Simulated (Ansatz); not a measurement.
# CO on a C(110) slab cut from the Fd-3m phase: a probe moved over the surface at fixed height, part 2 of 2

Aim: map the energy of CO on a C(110) slab cut from the Fd-3m phase (20 atoms of substrate and one adsorbate in a 2 × 1 cell) over two coordinates, and find its wells, ridges and stiffness.

Ansatz 0.2.0; DFT PBE+D3(BJ), scalar-relativistic, plane waves, PAW.

## 10. Grid point (0/4, 3/4) of the map's two axes

input.yaml reads:

```yaml
crystal:
  lattice:
    - [5.0304222913, 0.0, 0.0]
    - [0.0, 3.5570457144, 0.0]
    - [0.0, 0.0, 23.8251416051]
  atoms:
    - { symbol: C, position: [0.25, 0.0, 0.1678898731] }
    - { symbol: C, position: [0.75, 0.0, 0.1678898731] }
    - { symbol: C, position: [0.0, 0.25, 0.1678898731] }
    - { symbol: C, position: [0.5, 0.25, 0.1678898731] }
    - { symbol: C, position: [0.0, 0.5, 0.2206746831] }
    - { symbol: C, position: [0.5, 0.5, 0.2206746831] }
    - { symbol: C, position: [0.25, 0.75, 0.2206746831] }
    - { symbol: C, position: [0.75, 0.75, 0.2206746831] }
    - { symbol: C, position: [0.25, 0.0023818432, 0.2733210081] }
    - { symbol: C, position: [0.75, 0.0023818432, 0.2733210081] }
    - { symbol: C, position: [0.0, 0.2476181568, 0.2733210081] }
    - { symbol: C, position: [0.5, 0.2476181568, 0.2733210081] }
    - { symbol: C, position: [0.0, 0.5094747646, 0.3275705903] }
    - { symbol: C, position: [0.5, 0.5094747646, 0.3275705903] }
    - { symbol: C, position: [0.25, 0.7405252354, 0.3275705903] }
    - { symbol: C, position: [0.75, 0.7405252354, 0.3275705903] }
    - { symbol: C, position: [0.25, 0.0286707501, 0.3725115994] }
    - { symbol: C, position: [0.75, 0.0286707501, 0.3725115994] }
    - { symbol: C, position: [0.0, 0.2213292499, 0.3725115994] }
    - { symbol: C, position: [0.5, 0.2213292499, 0.3725115994] }
    - { symbol: O, position: [0.25, 0.7786707501, 0.4942317574] }
    - { symbol: C, position: [0.25, 0.7786707501, 0.5425000959] }
basis:
  ecutwfc: 420
kpoints:
  mp_grid: { grid: [5, 8, 1] }
hamiltonian:
  xc: pbe
  pseudopotentials: { kind: paw, azcp: { folder: soft_1 } }
  dispersion: d3bj
scf:
  occupations: { method: gaussian, width: 0.05 }
output:
  forces: true
  eigenvalues: true
  write_density: true
  write_potential: true
  elf: true
  volumetric_format: npy
efield:
  axis: 3
  dipole_correction: true
  ramp_width: 0.04
```

Launch:

```bash
$ ansatz run input.yaml --threads 2 --pin off --max-ram 6144MiB --backend cpu --events-out ev --progress --plain --runs-dir out
```

The log of the run:

```text
Warning: RAYON_NUM_THREADS=2 ignored (pool sized by the plan → 2); use --threads N
Engine: ansatz 0.2.0, aarch64-unknown-linux-gnu
Pseudopotentials: kind: paw
Pseudopotential: C, paw, valence charge 4, recommended cutoff 420 eV (normal), <dir>
Pseudopotential: O, paw, valence charge 6, recommended cutoff 420 eV (normal), <dir>
Functional definition: PBE
  parameter kappa = 0.804
  parameter beta = 0.06672455060314922
  exchange = pbe_x(kappa = kappa, mu = beta*pi^2/3)
  correlation = pbe_c(beta = beta)
Crystal: 22 atoms, lattice volume = 426.314 Å³
Basis set: ecut = 420 eV, 8361 PW (Γ), exchange–correlation on 72×48×320 points (8 copies of the dense FFT grid, shifted against one another)
Bands: 67, of which v1, the nominal top of the filled ones, is band 45 counted from 1 (44 counted from 0)
Symmetry: 2 space group operations
Space group: Pm (ITA 6), of the structure as read, at distance tolerance 7.5e-5 Å
k-points: 15 of 40 (time reversal used)
Non-local potential: C, projectors of the file, l = 0: 2, l = 1: 2, l = 2: 1
Non-local potential: O, projectors of the file, l = 0: 2, l = 1: 2, l = 2: 1
PAW form: soft (Blöchl's): semilocal exchange-correlation on the pseudo side does not see the compensation charge
PAW one-centre angular grid: C, 110 points (default); XC on 64 Gauss nodes
PAW one-centre angular grid: O, 110 points (default); XC on 64 Gauss nodes
Initial wavefunctions: pseudopotential atomic-orbital guess
Functional: x = pbe(κ = 0.804, μ = 0.2195149727645171), c = pbe(β = 0.06672455060314922)
SCF iter   1: F=—  HF=-5829.573383 eV  |F-HF|=—  |Δ(HF+E_count)|=         —  Δρ=7.70e-2  dr2=2.11e1  ethr=3.10e-3  p=-0.000 e·Å  D=-2.00e-7 V/Å  ΔV_dip=0.00 eV  dr2_dipole=1.84e-1  V_vac-E_F(+/−)=8.38/8.38 eV  ⟨swp⟩=7.9  Hψ=6122  notcnv=0  defer=100
efield: sawtooth ramp at fractional position 0.8352 (placed from the atoms, in the widest stretch of the axis that holds none; the zero of the levels goes with the place), width 0.0400; the density the first Hamiltonian is built on has a dipole p = -0.000 e·Å; the dipole correction subtracts the counter field D = -2.00e-7 V/Å, which shifts the + side's vacuum level by +0.00 eV against the − side's; the planar-averaged density in the ramp window peaks in size at 3.5e-7 e/Å³
preconditioner: auto → LDOS  [insulator: Δε(μ)=0.059 eV  Ē_g=15.583 eV  σ=0.050 eV  W_gap=0.59  n_scr=58 (ndim 8)  ℏωp=17.1 eV  f_vac=0.562  D(μ)=3.72/eV (n_scr^D=10)  ε∞_Penn≈2.2  β→1.0]
SCF iter   2: F=—  HF=-5826.565859 eV  |F-HF|=—  |Δ(HF+E_count)|=    3.01e0  Δρ=6.41e-2  dr2=2.95e1  ethr=3.10e-3  p=0.439 e·Å  D=1.87e-1 V/Å  ΔV_dip=-4.44 eV  dr2_dipole=6.45e-1  V_vac-E_F(+/−)=1.83/6.27 eV  ⟨swp⟩=7.3  Hψ=3108  notcnv=0  defer=239
SCF iter   3: F=—  HF=-5823.796345 eV  |F-HF|=—  |Δ(HF+E_count)|=    2.77e0  Δρ=3.72e-2  dr2=6.02e0  ethr=3.10e-3  p=-0.007 e·Å  D=-2.94e-3 V/Å  ΔV_dip=0.07 eV  dr2_dipole=1.03e-2  V_vac-E_F(+/−)=6.73/6.66 eV  ⟨swp⟩=5.0  Hψ=3420  notcnv=0  defer=248
SCF iter   4: F=—  HF=-5822.536535 eV  |F-HF|=—  |Δ(HF+E_count)|=    1.26e0  Δρ=4.66e-3  dr2=2.37e-1  ethr=3.10e-3  p=0.073 e·Å  D=3.10e-2 V/Å  ΔV_dip=-0.74 eV  dr2_dipole=5.61e-2  V_vac-E_F(+/−)=5.76/6.50 eV  ⟨swp⟩=3.4  Hψ=2056  notcnv=0  defer=238
SCF iter   5: F=—  HF=-5822.521169 eV  |F-HF|=—  |Δ(HF+E_count)|=   1.54e-2  Δρ=1.95e-3  dr2=4.61e-2  ethr=2.64e-4  p=0.056 e·Å  D=2.36e-2 V/Å  ΔV_dip=-0.56 eV  dr2_dipole=6.13e-3  V_vac-E_F(+/−)=5.78/6.34 eV  ⟨swp⟩=2.9  Hψ=1678  notcnv=0  defer=238
SCF iter   6: F=—  HF=-5822.520980 eV  |F-HF|=—  |Δ(HF+E_count)|=   1.89e-4  Δρ=8.68e-4  dr2=5.38e-3  ethr=5.13e-5  p=0.059 e·Å  D=2.50e-2 V/Å  ΔV_dip=-0.60 eV  dr2_dipole=4.85e-4  V_vac-E_F(+/−)=5.54/6.14 eV  ⟨swp⟩=2.0  Hψ=1257  notcnv=0  defer=238
SCF iter   7: F=—  HF=-5822.520009 eV  |F-HF|=—  |Δ(HF+E_count)|=   9.71e-4  Δρ=2.79e-4  dr2=8.47e-4  ethr=5.98e-6  p=0.046 e·Å  D=1.94e-2 V/Å  ΔV_dip=-0.46 eV  dr2_dipole=1.95e-5  V_vac-E_F(+/−)=5.62/6.08 eV  ⟨swp⟩=2.0  Hψ=1619  notcnv=0  defer=238
SCF iter   8: F=—  HF=-5822.519975 eV  |F-HF|=—  |Δ(HF+E_count)|=   3.38e-5  Δρ=1.06e-4  dr2=1.09e-4  ethr=9.42e-7  p=0.040 e·Å  D=1.71e-2 V/Å  ΔV_dip=-0.41 eV  dr2_dipole=6.33e-6  V_vac-E_F(+/−)=5.63/6.04 eV  ⟨swp⟩=2.0  Hψ=1373  notcnv=0  defer=238
SCF iter   9: F=—  HF=-5822.519967 eV  |F-HF|=—  |Δ(HF+E_count)|=   7.96e-6  Δρ=2.99e-5  dr2=1.19e-5  ethr=1.21e-7  p=0.039 e·Å  D=1.66e-2 V/Å  ΔV_dip=-0.39 eV  dr2_dipole=2.08e-6  V_vac-E_F(+/−)=5.64/6.03 eV  ⟨swp⟩=2.0  Hψ=1341  notcnv=0  defer=238
SCF iter  10: F=—  HF=-5822.520177 eV  |F-HF|=—  |Δ(HF+E_count)|=   2.10e-4  Δρ=1.03e-5  dr2=4.91e-7  ethr=1.33e-8  p=0.039 e·Å  D=1.65e-2 V/Å  ΔV_dip=-0.39 eV  dr2_dipole=1.74e-11  V_vac-E_F(+/−)=5.64/6.03 eV  ⟨swp⟩=2.5  Hψ=1398  notcnv=0  defer=238
SCF iter  11: F=-5822.520178 eV  HF=-5822.520177 eV  |F-HF|=7.86e-8  |Δ(HF+E_count)|=   4.28e-7  Δρ=3.41e-6  dr2=7.68e-8  ethr=1.11e-10  p=0.039 e·Å  D=1.65e-2 V/Å  ΔV_dip=-0.39 eV  dr2_dipole=1.59e-9  V_vac-E_F(+/−)=5.64/6.03 eV  ⟨swp⟩=41.9  Hψ=14807  notcnv=0
SCF 1 converged in 11 iterations: F = -5822.520178 eV  dr2 = 7.68e-8
WARN: The output density's exchange-correlation potential varies sharply where the density is thin. Do not read a vacuum level from v_tot or v_xc, or from such a field of the output density. On a cell that repeats whose density bears no net charge and no dipole along the vacuum's axis use v_es (v_loc + v_h of the components); under efield.dipole_correction with no amplitude use v_es + v_field, which holds any external_charges[].barrier, or the levels of the report's work_function block, which leave it out; under a non-zero efield.amplitude the vacuum is tilted and has no level; on a cell that repeats and bears such a dipole with no correction it is tilted too, and efield.dipole_correction with no amplitude gives each side of its ramp a level where efield: is served; in a cell that repeats whose density bears a net charge (total_charge, or a fill off its count) it is curved and has none; of a slab under crystal.periodic whose density bears no net charge use v_es, which has a level on each side, short of where the two are joined; of another it falls or rises all the way out and has none; of a slab beside external_charges read slab_vacuum_level instead, which it has where they leave it neutral. The grid or the basis barely resolves most such structure, and the values can differ between equally converged runs; as a rule a tighter scf.convergence.dr2_threshold does not remove it. Where the density itself ripples (under the LDA too) a higher basis.ecutwfc lessens it. The files hold the spikes' plane waves up to the density's cutoff. Files: v_tot_of_output_density and the like, and their columns of v_z.tsv (output.write_potential); v_xc_of_output_density and the like, and their columns of v_comp_z.tsv (output.write_potential_components). Measured: with its Gaussian average of σ = 0.25 Å subtracted twice, the exchange-correlation potential is over 0.1 eV at 1082 of the grid points where the equally averaged density (valence and model cores) is under 1e-3 e/Å³, and 1.74 eV at the most among them, at an averaged density of 4.4e-4 e/Å³. The input density's (outcome.potential() and, of a run that writes arrays, v_tot and v_xc) is over 0.1 eV, so measured, at 1189 points of its own thin density, 1.74 eV at the most. See output.write_potential in the manual, Limitations
SCF converged after 11 iterations
Free energy (F): -5822.520178 eV
Harris-Foulkes:  -5822.520177 eV  (|F-HF|=7.86e-8)
Internal energy: -5822.515075 eV  (E = F + TS)
E sigma→0 (E₀):  -5822.517626 eV
Entropy (-TS):   -0.005103 eV (-0.232 meV/atom)
Fermi energy:    -0.094413 eV
Dipole field:    D = 0.016543 V/Å  (p = 0.038974 e·Å, saw-weighted, corrected)
Work function:   Φ+ = 5.6380 eV   Φ− = 6.0321 eV
Levels:          The Fermi level and band energies are counted from a zero that moves with the ramp; work functions are not
--- Per-component energies (eV) ---
  E_band       = -812.851392
  E_kinetic    = 2014.087410
  E_local      = -72310.531118  (includes V_loc(G=0)·N_el)
  E_nonlocal   = 542.732744
  E_hartree    = 35222.697104
  E_xc         = -1055.677412
  E_vxc        = -1304.120646  (∫ρ·V_xc dr)
  E_paw        = -2259.919790  (= ΣΔE_a)
  E_vpaw       = -202.422550  (= ΣTr[D̂ρ^β])
  E_aug_tail   = 0.001170  (compensation charges beyond the density's cutoff)
  E_efield     = 0.000322  (sawtooth field / dipole correction)
  E_vefield    = 1.987326  (∫n·V_field dr)
  E_ewald      = 32027.224081
  E_disp       = -3.129585  (pairwise vdW)
  E_smearing   = -0.005103  (= −TS)
  E_closure    = -0.000000  (closes the sum)
  Σ components = -5822.520178   (vs F -5822.520178, Δ=0.00e0)
--- Forces (eV/Å), atoms counted from 1 ---
  atom   1  C      0.00000000     4.27130300     0.96047794
  atom   2  C      0.00000000     4.27356713     0.97263856
  atom   3  C     -0.00183935    -4.27347791     0.96716562
  atom   4  C      0.00183935    -4.27347791     0.96716562
  atom   5  C     -0.00156645     1.06077576    -0.97039442
  atom   6  C      0.00156645     1.06077576    -0.97039442
  atom   7  C      0.00000000    -1.06630646    -0.96171842
  atom   8  C      0.00000000    -1.05941430    -0.97892155
  atom   9  C      0.00000000     0.01325722    -0.01022673
  atom  10  C      0.00000000     0.00204998     0.01364181
  atom  11  C     -0.00027187     0.00130425    -0.00309150
  atom  12  C      0.00027187     0.00130425    -0.00309150
  atom  13  C      0.01271347    -0.00296507    -0.00445080
  atom  14  C     -0.01271347    -0.00296507    -0.00445080
  atom  15  C      0.00000000    -0.00981831     0.03742315
  atom  16  C      0.00000000    -0.01407586    -0.00819248
  atom  17  C      0.00000000     0.06487852    -0.16784962
  atom  18  C      0.00000000    -0.00564187     0.03148958
  atom  19  C      0.00229016     0.00449720     0.02817377
  atom  20  C     -0.00229016     0.00449720     0.02817377
  atom  21  O      0.00000000    -0.05830350     1.59755106
  atom  22  C      0.00000000     0.00830995    -1.52126161
  max |Σ_I F_I| component: 1.43e-4 eV/Å
--- Band table (eV; the first three rows and the last of 15) ---
  k-point 0: bands = ["-23.9774", "-21.6174", "-19.7422", "-17.1702", "-17.1690", "-16.7036", "-15.4000", "-15.3989", "-13.9077", "-13.1855", "-12.8358", "-12.5058", "-12.5043", "-11.1132", "-10.0500", "-10.0461", "-9.2365", "-9.2364", "-9.1736", "-8.8874", "-8.1558", "-8.0396", "-8.0389", "-7.8324", "-7.2631", "-7.2631", "-6.9266", "-6.6158", "-6.3380", "-6.1910", "-6.1897", "-6.1567", "-5.5135", "-5.1205", "-5.1186", "-5.0743", "-4.1987", "-3.9214", "-3.5772", "-2.1652", "-1.4368", "-0.8944", "-0.8063", "-0.8008", "-0.1369", "-0.1334", "0.0498", "1.4134", "2.8977", "3.2497", "3.6053", "4.6669", "4.8492", "5.2704", "5.2707", "5.3425", "5.3718", "6.0737", "6.1659", "6.1682", "6.1952", "6.3755", "6.5553", "7.3154", "7.3683", "8.0812", "8.1048"]
  k-point 1: bands = ["-23.9726", "-21.4743", "-19.6048", "-17.0456", "-17.0444", "-16.6002", "-15.2843", "-15.2832", "-14.9389", "-14.1657", "-12.4331", "-12.4316", "-11.5377", "-11.1105", "-10.6261", "-10.6247", "-10.0079", "-10.0070", "-9.3571", "-9.1284", "-7.9549", "-7.4814", "-7.4804", "-7.0011", "-6.9189", "-6.9185", "-6.7993", "-6.6040", "-6.4814", "-6.4017", "-6.3745", "-6.3744", "-5.4109", "-4.9870", "-4.9853", "-4.6113", "-4.1511", "-4.0188", "-3.5801", "-2.3630", "-1.2191", "-0.9776", "-0.7460", "-0.7415", "-0.3039", "-0.0181", "-0.0130", "1.3251", "2.8040", "2.9311", "3.3709", "4.6853", "5.0945", "5.5415", "5.5677", "5.6933", "5.6958", "6.0763", "6.0781", "6.2778", "6.5277", "6.5951", "6.8526", "7.2204", "7.5372", "8.2002", "8.3889"]
  k-point 2: bands = ["-23.9608", "-21.0467", "-19.1961", "-16.6869", "-16.6855", "-16.6073", "-16.3206", "-15.1863", "-14.9536", "-14.9523", "-12.2804", "-12.2788", "-11.9187", "-11.9182", "-11.5698", "-10.8712", "-10.8457", "-10.8454", "-9.2509", "-9.0740", "-7.4140", "-7.4126", "-7.3411", "-6.9993", "-6.9982", "-6.6265", "-6.5766", "-6.4400", "-6.4253", "-6.1493", "-5.6605", "-5.6595", "-5.1164", "-4.8743", "-4.8729", "-4.2091", "-3.9644", "-3.6490", "-3.5015", "-2.8970", "-1.9009", "-0.9092", "-0.5586", "-0.5555", "-0.2857", "0.2427", "0.2469", "0.8684", "1.9538", "2.8822", "3.0141", "4.8823", "5.6584", "6.0560", "6.1517", "6.1767", "6.1880", "6.5816", "6.8700", "7.0083", "7.0086", "7.1752", "7.4094", "7.6039", "8.0825", "8.5422", "8.5771"]
  k-point 14: bands = ["-23.9437", "-18.7984", "-18.4880", "-17.9335", "-17.6335", "-17.0129", "-16.8178", "-16.1774", "-15.9954", "-15.0211", "-14.2154", "-11.6746", "-10.9778", "-10.7405", "-10.5082", "-10.4708", "-10.0735", "-9.3447", "-9.0543", "-8.6216", "-8.3776", "-8.3734", "-8.0876", "-7.6720", "-7.1656", "-7.0723", "-6.8924", "-6.8009", "-6.5670", "-6.4042", "-6.1543", "-5.5768", "-4.7385", "-4.6185", "-4.3072", "-4.0681", "-3.9461", "-3.7895", "-3.7524", "-3.5612", "-3.5540", "-0.6070", "-0.5776", "-0.1721", "-0.1074", "-0.0499", "-0.0149", "1.3420", "1.4039", "2.3373", "2.9782", "7.2033", "7.6409", "7.6918", "7.7765", "7.8427", "8.0498", "8.1069", "8.2676", "8.5250", "8.6444", "8.7252", "8.7740", "8.8228", "8.9365", "9.1445", "9.1753"]
```

Wall time 36 s (2 threads of Arm Neoverse V2, shared host); peak memory 0.79 GiB.

From the log: work function 5.64 eV (top face), 6.03 eV (bottom face); dipole along +c 0.039 e·Å per cell.

Density in a lattice plane of the grid's cell (edges 3.56 and 23.83 Å, at 0.250 of the third edge), which holds C and O.

Ten even steps from ' ' (0.00 e/Å³) to '@' (6.64 e/Å³):
```
            
            
            
            
            
            
            
            
        ::::
        ++@@
            
..          
::..    ..::
..      ..::
::        ::
..      ..::
....        
            
            
            
```
Columns run along the first of these edges and rows up along the second, over one cell in 6 and 20 even steps from the bottom left corner. Atoms in the plane (fractional): C at (0.00, 0.17), C at (0.75, 0.22), C at (0.00, 0.27), C at (0.74, 0.33), C at (0.03, 0.37), O at (0.78, 0.49), C at (0.78, 0.54).

ELF in the same plane.

Values, 12 rows by 6 columns:
```
0.00 0.00 0.00 0.00 0.00 0.00
0.00 0.00 0.00 0.00 0.00 0.00
0.00 0.00 0.00 0.00 0.00 0.00
0.01 0.00 0.00 0.00 0.05 0.09
0.97 0.18 0.01 0.93 0.99 0.99
0.72 0.13 0.01 0.57 0.70 0.47
0.62 0.42 0.09 0.01 0.04 0.39
0.52 0.19 0.04 0.50 0.24 0.44
0.71 0.45 0.06 0.12 0.47 0.91
0.01 0.63 0.16 0.03 0.35 0.81
0.06 0.02 0.01 0.01 0.03 0.11
0.00 0.00 0.00 0.00 0.00 0.00
```
Columns run along the first of these edges and rows up along the second, over one cell in 6 and 12 even steps from the bottom left corner. Atoms in the plane (fractional): C at (0.00, 0.17), C at (0.75, 0.22), C at (0.00, 0.27), C at (0.74, 0.33), C at (0.03, 0.37), O at (0.78, 0.49), C at (0.78, 0.54).

Both are smooth fields of the valence electrons: close to the nuclei they are not physical.

Outside the cores ELF peaks at 1.00 beside C, off the lines to its neighbours, 0.8 Å from C; 0.95 on the C–C line, 0.7 Å from C; 0.92 between the atoms, 0.8 Å from C.

## 11. Grid point (1/4, 1/4) of the map's two axes

Changes to input.yaml since step 10:

```diff
@@ -26,4 +26,4 @@
     - { symbol: C, position: [0.5, 0.2213292499, 0.3725115994] }
-    - { symbol: O, position: [0.25, 0.7786707501, 0.4942317574] }
-    - { symbol: C, position: [0.25, 0.7786707501, 0.5425000959] }
+    - { symbol: O, position: [0.375, 0.2786707501, 0.4942317574] }
+    - { symbol: C, position: [0.375, 0.2786707501, 0.5425000959] }
 basis:
@@ -41,6 +41,2 @@
   eigenvalues: true
-  write_density: true
-  write_potential: true
-  elf: true
-  volumetric_format: npy
 efield:
```

Launch:

```bash
$ ansatz run input.yaml --threads 2 --pin off --max-ram 6144MiB --backend cpu --events-out ev --progress --plain --runs-dir out
```

The log of the run (excerpt; [...] marks lines left out):

```text
[...]
SCF converged after 11 iterations
Free energy (F): -5822.486499 eV
[...]
E sigma→0 (E₀):  -5822.484000 eV
Entropy (-TS):   -0.004996 eV (-0.227 meV/atom)
Fermi energy:    -0.090338 eV
Dipole field:    D = 0.016833 V/Å  (p = 0.039659 e·Å, saw-weighted, corrected)
Work function:   Φ+ = 5.6317 eV   Φ− = 6.0327 eV
Levels:          The Fermi level and band energies are counted from a zero that moves with the ramp; work functions are not
[...]
--- Forces (eV/Å), atoms counted from 1 ---
  atom   1  C      0.00296660     4.27123380     0.96679076
  atom   2  C      0.00777000     4.27316614     0.96758671
  atom   3  C     -0.00698603    -4.27526006     0.96973267
  atom   4  C     -0.00375960    -4.26833256     0.96271395
  atom   5  C     -0.00084970     1.05915744    -0.97746838
  atom   6  C      0.00064943     1.06333543    -0.96356106
  atom   7  C     -0.00073124    -1.06077183    -0.96474669
  atom   8  C      0.00091069    -1.05801908    -0.97567592
[...]
--- Band table (eV; the first three rows and the last of 21) ---
[...]
```

Wall time 37 s (2 threads of Arm Neoverse V2, shared host); peak memory 0.89 GiB.

From the log: work function 5.63 eV (top face), 6.03 eV (bottom face); dipole along +c 0.040 e·Å per cell.

## 12. The map

12 points were computed, 4 more follow by symmetry. Energies in meV, from the lowest computed point:

| position of O21 along the second surface vector, from above C17 ↓, position of O21 along the first surface vector, from above C17 → | 0/4 | 1/4 | 2/4 | 3/4 |
| --- | --- | --- | --- | --- |
| 3/4 | 13.8 | 10.2 | 6.6 | 10.2 |
| 2/4 | 0.0 | 2.4 | 4.9 | 2.4 |
| 1/4 | 43.3 | 47.5 | 51.7 | 47.5 |
| 0/4 | 59.3 | 56.4 | 53.4 | 56.4 |

## 13. Outcome

What follows sums up all 2 parts.

| quantity | value |
| --- | --- |
| lowest point | (0/4, 2/4) of the map's two axes |
| highest computed point | (0/4, 0/4) of the map's two axes, 59.3 meV above the lowest |
| time for all points | 6.3 min on 2 threads, shared host |

What this shows: The lowest computed point is at (0/4, 2/4) of the map's two axes. The highest computed point, the top site over a surface C atom, (0/4, 0/4) of the map's two axes, lies 59.3 meV above the lowest. The host is rigid and the atom is kept to this plane, so wells and barriers of the map are not those of diffusion. The final runs have no spin polarisation, so no magnetic state was tried and one may lie lower.
